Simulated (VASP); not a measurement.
# W (Im-3m) in VASP: further runs

Aim: see how the results for W move with the level of theory and the settings. Levels: PBE, vdW-DF, vdW-DF-cx, LDA. Tasks: single point, relaxation of the atoms.

Everything below comes from runs of VASP 6.6.1. Logs are shortened: lines on timing, memory, paths and dates and some standing lists are left out, and cuts for length are marked.

## 1. Starting point

Symmetry: Im-3m, No. 229, cubic system. The conventional cell has a = 3.165 Å, b = 3.165 Å, c = 3.165 Å, α = 90.00°, β = 90.00°, γ = 90.00°. W (site symmetry m-3m) has 8 W at 2.74 Å as nearest neighbours.

## 2. Single point, PBE

INCAR reads:

```
PREC     = Accurate       # precision mode
ENCUT    = 500            # plane-wave cutoff, eV
EDIFF    = 1E-6           # SCF threshold, eV
ISMEAR   = 0              # smearing method
SIGMA    = 0.1            # smearing width, eV
LREAL    = F              # projectors in reciprocal space
LASPH    = T              # aspherical terms in the spheres
NELM     = 60             # most SCF steps
ALGO     = Fast           # electronic algorithm
ISIF     = 2              # what is computed and relaxed
LWAVE    = F              # write WAVECAR
LCHARG   = T              # write CHGCAR
GGA      = PE             # functional
LELF     = T              # ELF
LVHAR    = T
```

KPOINTS reads:

```
Automatic mesh
0
Gamma
  12 12 12
```

POSCAR reads:

```
W
1.0
   -1.5823450000      1.5823450000      1.5823450000
    1.5823450000     -1.5823450000      1.5823450000
    1.5823450000      1.5823450000     -1.5823450000
W
1
Cartesian
    0.0000000000      0.0000000000      0.0000000000
```

Potentials or basis: VASP PAW PBE potentials, release 64 (W).

Run with:

```bash
> cat potpaw_PBE.64/W/POTCAR > POTCAR
> mpirun -np 1 vasp_std > vasp.out
```

OUTCAR:

```text
PREC = Accurate
   ENCUT = 500
   EDIFF = 1E-6
   ISMEAR = 0
   LREAL = F
   LASPH = T
   NELM = 60
   ISIF = 2
   GGA = PE

 ion  position               nearest neighbor table
   1  0.000  0.000  0.000-

  LATTYP: Found a body centered cubic cell.
 ALAT       =     3.1646900000

  Lattice vectors:

 A1 = (  -1.5823450000,   1.5823450000,   1.5823450000)
 A2 = (   1.5823450000,  -1.5823450000,   1.5823450000)
 A3 = (   1.5823450000,   1.5823450000,  -1.5823450000)

Analysis of symmetry for initial positions (statically):
=====================================================================
 Subroutine PRICEL returns:
 Original cell was already a primitive cell.

 Routine SETGRP: Setting up the symmetry group for a
 body centered cubic supercell.

 Subroutine GETGRP returns: Found 48 space group operations
 (whereof 48 operations were pure point group operations)
 out of a pool of 48 trial point group operations.

The static configuration has the point symmetry O_h .

Analysis of symmetry for dynamics (positions and initial velocities):
=====================================================================
 Subroutine PRICEL returns:
 Original cell was already a primitive cell.

 Routine SETGRP: Setting up the symmetry group for a
 body centered cubic supercell.

 Subroutine GETGRP returns: Found 48 space group operations
 (whereof 48 operations were pure point group operations)
 out of a pool of 48 trial point group operations.

The dynamic configuration has the point symmetry O_h .

 Subroutine INISYM returns: Found 48 space group operations
 (whereof 48 operations are pure point group operations),
 and found     1 'primitive' translations

----------------------------------------------------------------------------------------

                                     Primitive cell

  volume of cell :      15.8476

  direct lattice vectors                    reciprocal lattice vectors
    -1.582345000  1.582345000  1.582345000     0.000000000  0.315986716  0.315986716
     1.582345000 -1.582345000  1.582345000     0.315986716  0.000000000  0.315986716
     1.582345000  1.582345000 -1.582345000     0.315986716  0.315986716  0.000000000

  length of vectors
     2.740701935  2.740701935  2.740701935     0.446872699  0.446872699  0.446872699

  position of ions in fractional coordinates (direct lattice)
     0.000000000  0.000000000  0.000000000

  ion indices of the primitive-cell ions
   primitive index   ion index
                 1           1

----------------------------------------------------------------------------------------

 KPOINTS: Automatic mesh

Automatic generation of k-mesh.
 Grid dimensions read from file:
 generate k-points for:   12   12   12

 Generating k-lattice:

  Cartesian coordinates                     Fractional coordinates (reciprocal lattice)
     0.000000000  0.026332226  0.026332226     0.083333333  0.000000000  0.000000000
     0.026332226  0.000000000  0.026332226     0.000000000  0.083333333  0.000000000
     0.026332226  0.026332226  0.000000000     0.000000000  0.000000000  0.083333333

  Length of vectors
     0.037239392  0.037239392  0.037239392

  Shift w.r.t. Gamma in fractional coordinates (k-lattice)
     0.000000000  0.000000000  0.000000000

 Subroutine IBZKPT returns following result:
 ===========================================

 Found     72 irreducible k-points:

 Following reciprocal coordinates:
            Coordinates               Weight
  0.000000  0.000000  0.000000      1.000000
  0.083333  0.000000  0.000000     12.000000
  0.166667  0.000000  0.000000     12.000000
  0.250000  0.000000  0.000000     12.000000
  0.333333  0.000000  0.000000     12.000000
  0.416667  0.000000  0.000000     12.000000
[... 42 lines left out ...]
 -0.250000  0.250000  0.166667     24.000000
 -0.333333  0.333333  0.166667     24.000000
 [... further k-points ...]
   k-points           NKPTS =     72   k-points in BZ     NKDIM =     72   number of bands    NBANDS=      7
   number of dos      NEDOS =    301   number of ions     NIONS =      1
[... 41 lines left out ...]
  free energy    TOTEN  =       -13.02183098 eV

  energy without entropy =      -13.01846245  energy(sigma->0) =      -13.02014672

 E-fermi :   7.7262     XC(G=0): -13.1438

 val. band max:        7.6974803409   @ k =  -0.2500   0.3333   0.1667
 cond. band min:       7.7354992188   @ k =  -0.1667   0.1667   0.0833
 fundamental gap:      0.0380188779
 Fermi energy:         7.7261849810

 k-point     1 :       0.0000    0.0000    0.0000
  band No.  band energies     occupation
      1      -1.7956      2.00000
      2       6.5714      2.00000
      3       6.5714      2.00000
      4       6.5714      2.00000
      5      10.0485      0.00000
      6      10.0486      0.00000
      7      23.0490      0.00000

 k-point     2 :       0.0833    0.0000    0.0000
  band No.  band energies     occupation
      1      -1.4705      2.00000
      2       6.3733      2.00000
      3       6.5221      2.00000
      4       6.8966      2.00000
      5       9.7552      0.00000
      6      10.0551      0.00000
      7      23.3190      0.00000

 k-point     3 :       0.1667    0.0000    0.0000
  band No.  band energies     occupation
      1      -0.5751      2.00000
      2       5.8738      2.00000
      3       6.2764      2.00000
      4       7.8481      0.08481
      5       9.3637      0.00000
      6      10.1046      0.00000
      7      23.7341      0.00000

 k-point     4 :       0.2500    0.0000    0.0000
  band No.  band energies     occupation
      1       0.5904      2.00000
      2       5.2692      2.00000
      3       5.9646      2.00000
      4       9.3449      0.00000
      5       9.4319      0.00000
      6      10.2513      0.00000
      7      23.0985      0.00000

 k-point     5 :       0.3333    0.0000    0.0000
  band No.  band energies     occupation
      1       1.4069      2.00000
      2       4.7321      2.00000
      3       6.3435      2.00000
      4       9.7960      0.00000
      5      10.5066      0.00000
      6      11.2123      0.00000
      7      21.5455      0.00000
[... 321 lines left out ...]
 k-point    38 :      -0.2500    0.4167    0.0833
  band No.  band energies     occupation
      1       2.7226      2.00000
      2       4.6383      2.00000
      3       5.8980      2.00000
      4       8.6174      0.00000
      5      10.8346      0.00000
      6      12.7578      0.00000
      7      20.6077      0.00000

 k-point    39 :       0.5000    0.5000    0.0833
  band No.  band energies     occupation
      1       1.8467      2.00000
      2       4.5808      2.00000
      3       7.3560      2.00000
      4       9.2888      0.00000
      5      12.0913      0.00000
      6      13.8464      0.00000
      7      18.7270      0.00000

 k-point    40 :      -0.4167    0.5000    0.0833
  band No.  band energies     occupation
      1       2.3313      2.00000
      2       4.8991      2.00000
      3       6.3203      2.00000
      4       8.9542      0.00000
      5      12.0575      0.00000
      6      14.3411      0.00000
      7      18.6320      0.00000

 [... further k-points ...]

------------------------ aborting loop because EDIFF is reached ----------------------------------------

  FORCE on cell =-STRESS in cart. coord.  units (eV):
  Direction    XX          YY          ZZ          XY          YZ          ZX
  --------------------------------------------------------------------------------------
  -------------------------------------------------------------------------------------
  Total        0.2245852      0.2245852      0.2245852     -0.0000000     -0.0000000      0.0000000
  in kB       22.7053449     22.7053449     22.7053449     -0.0000000     -0.0000000      0.0000000
  external PRESSURE =      22.7053449 kB  Pullay stress =       0.0000000 kB

 VOLUME and BASIS-vectors are now :
 -----------------------------------------------------------------------------
  energy-cutoff  :      500.00
  volume of cell :       15.85
      direct lattice vectors                 reciprocal lattice vectors
    -1.582345000  1.582345000  1.582345000     0.000000000  0.315986716  0.315986716
     1.582345000 -1.582345000  1.582345000     0.315986716  0.000000000  0.315986716
     1.582345000  1.582345000 -1.582345000     0.315986716  0.315986716  0.000000000

 POSITION                                       TOTAL-FORCE (eV/Angst)
 -----------------------------------------------------------------------------------
      0.00000      0.00000      0.00000        -0.000000      0.000000     -0.000000
 -----------------------------------------------------------------------------------
    total drift:                                0.000000      0.000000      0.000000

  FREE ENERGIE OF THE ION-ELECTRON SYSTEM (eV)
  ---------------------------------------------------
  free  energy   TOTEN  =       -13.0218309823 eV

  energy  without entropy=      -13.0184624515  energy(sigma->0) =      -13.02014672
```

Run time: 5.6 s. Hardware: 1 thread of Intel Xeon Platinum 8488C (Sapphire Rapids), shared host; peak memory 0.12 GiB.

What came out:

* Free energy: -13.0218 eV
* Pressure: 2.3 GPa
* Band gap on the k mesh: none (metal or under the smearing width)

The run has no spin-orbit coupling, so splittings on W are missing.

## 3. Single point, PBE

run.py reads:

```python
from ase import Atoms
from ase.calculators.vasp import Vasp
from ase.dft.bandgap import bandgap

atoms = Atoms(
    ['W'],
    cell=[[-1.582345, 1.582345, 1.582345], [1.582345, -1.582345, 1.582345], [1.582345, 1.582345, -1.582345]],
    scaled_positions=[[0.0, 0.0, 0.0]],
    pbc=True,
)
calc = Vasp(
    directory='calc',
    xc='pbe',
    pp='PBE',
    setups='minimal',
    prec='Accurate',
    encut=500,
    ediff=1e-06,
    ismear=0,
    sigma=0.1,
    lreal=False,
    lasph=True,
    nelm=80,
    algo='Normal',
    isif=2,
    lwave=False,
    lcharg=True,
    lelf=True,
    lvhar=True,
    kpts=[12, 12, 12],
    gamma=True,
)
atoms.calc = calc

print('energy (eV):', atoms.get_potential_energy())
print('free energy (eV):', atoms.get_potential_energy(force_consistent=True))
print('forces (eV/A):')
print(atoms.get_forces())
print('stress (eV/A^3, Voigt):', atoms.get_stress())
print('Fermi level (eV):', calc.get_fermi_level())
gap, top, bottom = bandgap(calc)
print('band gap (eV):', gap, 'from (spin, k, band)', top, 'to', bottom)
```

Potentials or basis: VASP PAW PBE potentials, release 64 (W).

Run with:

```bash
> python run.py
```

Wall time 8.4 s (1 thread of Intel Xeon Platinum 8488C (Sapphire Rapids), shared host); peak memory 0.12 GiB.

It converged, with:

```yaml
Free_energy: -13.0218 eV
Pressure: 2.3 GPa
Band_gap_on_the_k_mesh: none (metal or under the smearing width)
```

Levels at points of the mesh, in eV from the Fermi level:
| k point | band 1 | band 2 | band 3 | band 4 | band 5 | band 6 | band 7 |
| --- | --- | --- | --- | --- | --- | --- | --- |
| (0.00, 0.00, 0.00) | -9.52 | -1.15 | -1.15 | -1.15 | 2.32 | 2.32 | 15.32 |
| (0.50, 0.00, 0.00) | -6.17 | -3.48 | 0.79 | 2.22 | 3.19 | 6.19 | 11.14 |
| (0.50, 0.50, 0.50) | -5.73 | -5.73 | 5.21 | 5.21 | 5.21 | 8.47 | 8.47 |

## 4. Relaxation of the atoms, vdW-DF (cell strained at random at fixed volume)

run.py reads:

```python
from ase import Atoms
from ase.calculators.vasp import Vasp
from ase.optimize import FIRE

atoms = Atoms(
    ['W'],
    cell=[[-1.578069, 1.589503, 1.550125], [1.588101, -1.62398, 1.594634], [1.563271, 1.609182, -1.584602]],
    scaled_positions=[[0.020792, 0.014712, 0.012114]],
    pbc=True,
)
calc = Vasp(
    directory='calc',
    xc='vdw-df',
    pp='PBE',
    setups='minimal',
    prec='Accurate',
    encut=500,
    ediff=1e-06,
    ismear=1,
    sigma=0.1,
    lreal=False,
    lasph=True,
    nelm=100,
    algo='Normal',
    isif=2,
    lwave=True,
    lcharg=False,
    kpts=[12, 12, 12],
    gamma=True,
)
atoms.calc = calc
opt = FIRE(atoms, trajectory='relax.traj')
converged = opt.run(fmax=0.02, steps=40)
print('converged:', converged)

print('energy (eV):', atoms.get_potential_energy())
print('free energy (eV):', atoms.get_potential_energy(force_consistent=True))
print('forces (eV/A):')
print(atoms.get_forces())
print('stress (eV/A^3, Voigt):', atoms.get_stress())
print('Fermi level (eV):', calc.get_fermi_level())
print('cell (A, degrees):', atoms.cell.cellpar())
print('volume (A^3):', atoms.get_volume())
print('scaled positions:')
print(atoms.get_scaled_positions())
```

Run with:

```bash
> python run.py
```

Wall time 54 s (1 thread of Intel Xeon Platinum 8488C (Sapphire Rapids), shared host); peak memory 0.32 GiB.

Results (log left out):

```
Free energy             : -9.5763 eV
Pressure after relaxing : 11.2 GPa
Band gap on the k mesh  : none (metal or under the smearing width)
```

Stress tensor (GPa, compression positive):
```
12.57  0.77 -0.51
 0.77  7.99  2.38
-0.51  2.38 13.00
```

Final structure:
```
W
1.0
    -1.57807    1.58950    1.55012
     1.58810   -1.62398    1.59463
     1.56327    1.60918   -1.58460
W
1
Direct
  0.02079 0.01471 0.01211
```

Levels at points of the mesh, in eV from the Fermi level:
| k point | band 1 | band 2 | band 3 | band 4 | band 5 | band 6 | band 7 |
| --- | --- | --- | --- | --- | --- | --- | --- |
| (0.00, 0.00, 0.00) | -9.46 | -1.42 | -1.32 | -0.94 | 2.15 | 2.43 | 15.07 |
| (0.50, 0.00, 0.00) | -6.14 | -3.41 | 1.02 | 1.92 | 2.92 | 6.20 | 11.33 |
| (0.00, 0.50, 0.00) | -6.15 | -3.68 | 0.90 | 2.38 | 3.25 | 6.03 | 11.09 |
| (0.50, 0.50, 0.00) | -6.16 | -3.46 | 0.75 | 2.09 | 3.15 | 5.96 | 10.91 |
| (0.00, 0.00, 0.50) | -6.15 | -3.42 | 0.90 | 1.97 | 3.00 | 6.10 | 11.15 |
| (0.50, 0.00, 0.50) | -6.14 | -3.66 | 1.01 | 2.31 | 3.16 | 6.13 | 11.24 |
| (0.00, 0.50, 0.50) | -6.18 | -3.53 | 0.66 | 2.21 | 3.28 | 5.90 | 10.74 |
| (0.50, 0.50, 0.50) | -5.73 | -5.69 | 4.79 | 5.16 | 5.33 | 8.19 | 8.64 |

Caveat: the relaxation stopped at its first step, so nothing moved; the PAW data sets were made with another functional, which shifts forces and pressure a little.

## 5. Single point, vdW-DF-cx

run.py reads:

```python
from ase.calculators.vasp import Vasp
from ase.dft.bandgap import bandgap
from ase.spacegroup import crystal

atoms = crystal(
    ['W'],
    basis=[[0.0, 0.0, 0.0]],
    spacegroup=229,
    setting=1,
    cellpar=[3.16469, 3.16469, 3.16469, 90.0, 90.0, 90.0],
    primitive_cell=True,
)
calc = Vasp(
    directory='calc',
    xc='vdw-df-cx',
    pp='PBE',
    setups={'base': 'minimal', 'W': '_sv'},
    prec='Accurate',
    encut=520,
    ediff=1e-07,
    ismear=1,
    sigma=0.1,
    lreal=False,
    lasph=True,
    nelm=100,
    algo='Normal',
    isif=2,
    lwave=False,
    lcharg=False,
    kpts=[12, 12, 12],
    gamma=True,
)
atoms.calc = calc

print('energy (eV):', atoms.get_potential_energy())
print('free energy (eV):', atoms.get_potential_energy(force_consistent=True))
print('forces (eV/A):')
print(atoms.get_forces())
print('stress (eV/A^3, Voigt):', atoms.get_stress())
print('Fermi level (eV):', calc.get_fermi_level())
gap, top, bottom = bandgap(calc)
print('band gap (eV):', gap, 'from (spin, k, band)', top, 'to', bottom)
```

Potentials or basis: VASP PAW PBE potentials, release 64 (W_sv).

Run with:

```bash
> python run.py
```

Wall time 24 s (1 thread of Intel Xeon Platinum 8488C (Sapphire Rapids), shared host); peak memory 0.23 GiB.

The run converged. Its results:

| Property | Result |
| --- | --- |
| Free energy | -10.3826 eV |
| Pressure | -1.0 GPa |
| Band gap on the k mesh | none (metal or under the smearing width) |

Levels at points of the mesh, in eV from the Fermi level:
| k point | band 3 | band 4 | band 5 | band 6 | band 7 | band 8 | band 9 | band 10 | band 11 |
| --- | --- | --- | --- | --- | --- | --- | --- | --- | --- |
| (0.00, 0.00, 0.00) | -37.64 | -37.64 | -9.54 | -1.15 | -1.15 | -1.15 | 2.33 | 2.33 | 14.66 |
| (0.50, 0.00, 0.00) | -38.06 | -37.64 | -6.19 | -3.49 | 0.81 | 2.22 | 3.20 | 6.23 | 11.15 |
| (0.50, 0.50, 0.50) | -38.54 | -38.54 | -5.74 | -5.74 | 5.25 | 5.25 | 5.25 | 8.37 | 8.37 |

Caveat: the PAW data sets were made with another functional, which shifts forces and pressure a little.

## 6. Single point, LDA

INCAR reads:

```
SYSTEM = W
  ALGO = Fast
  EDIFF = 1E-7
  ENCUT = 520
  ISIF = 2
  ISMEAR = -1
  LASPH = .True.
  LCHARG = .False.
  LREAL = .False.
  LWAVE = .False.
  NBANDS = 13
  NELM = 80
  PREC = Accurate
  SIGMA = 0.05
```

KPOINTS reads:

```
k-points
0
Gamma
  12 12 12
  0 0 0
```

Edit POSCAR of step 2 so:

```diff
@@ -7,3 +7,3 @@
 1
-Cartesian
+Direct
     0.0000000000      0.0000000000      0.0000000000
```

Potentials or basis: VASP PAW LDA potentials, release 64 (W_sv).

Run with:

```bash
> cat potpaw_LDA.64/W_sv/POTCAR > POTCAR
> mpirun -np 1 vasp_std > vasp.out
```

Wall time 8.6 s (1 thread of Intel Xeon Platinum 8488C (Sapphire Rapids), shared host); peak memory 0.12 GiB.

Results (log left out):

```
Free energy            : -14.0993 eV
Pressure               : -7.2 GPa
Band gap on the k mesh : none (metal or under the smearing width)
```

Levels at points of the mesh, in eV from the Fermi level:
```csv
k point,band 5,band 6,band 7,band 8,band 9,band 10
"(0.00, 0.00, 0.00)",-9.50,-1.21,-1.21,-1.21,2.24,2.24
"(0.50, 0.00, 0.00)",-6.21,-3.53,0.88,2.14,3.10,6.19
"(0.50, 0.50, 0.50)",-5.81,-5.81,5.20,5.20,5.20,8.40
```

## 7. Overview

```tsv
task	level	potentials or basis	cell	cutoff (eV)	smearing	further INCAR settings	optimiser	gap on the mesh (eV)	pressure (GPa)
single point	PBE	VASP PAW PBE potentials, release 64 (W)	as given	500	gaussian 0.1 eV	ALGO = Fast; EDIFF = 1e-06	-	none	2.3
single point	PBE	VASP PAW PBE potentials, release 64 (W)	as given	500	gaussian 0.1 eV	ALGO = Normal; EDIFF = 1.00e-06	-	none	2.3
relaxation of the atoms	vdW-DF	VASP PAW PBE potentials, release 64 (W)	atoms relaxed from: cell strained at random at fixed volume	500	methfessel-paxton 0.1 eV	ALGO = Normal; EDIFF = 1.00e-06	FIRE	none	11.2
single point	vdW-DF-cx	VASP PAW PBE potentials, release 64 (W_sv)	as given	520	methfessel-paxton 0.1 eV	ALGO = Normal; EDIFF = 1.00e-07	-	none	-1.0
single point	LDA	VASP PAW LDA potentials, release 64 (W_sv)	as given	520	fermi-dirac 0.05 eV	ALGO = Fast; EDIFF = 1e-07; NBANDS = 13	-	none	-7.2
```

Alike in all rows: no spin polarisation; k mesh 12 × 12 × 12.

Caveats: the PAW data sets were made with another functional, which shifts forces and pressure a little (some runs); the relaxation stopped at its first step, so nothing moved (some runs).

Total energies depend on the potentials used, so only differences within one code and one set of settings carry meaning.
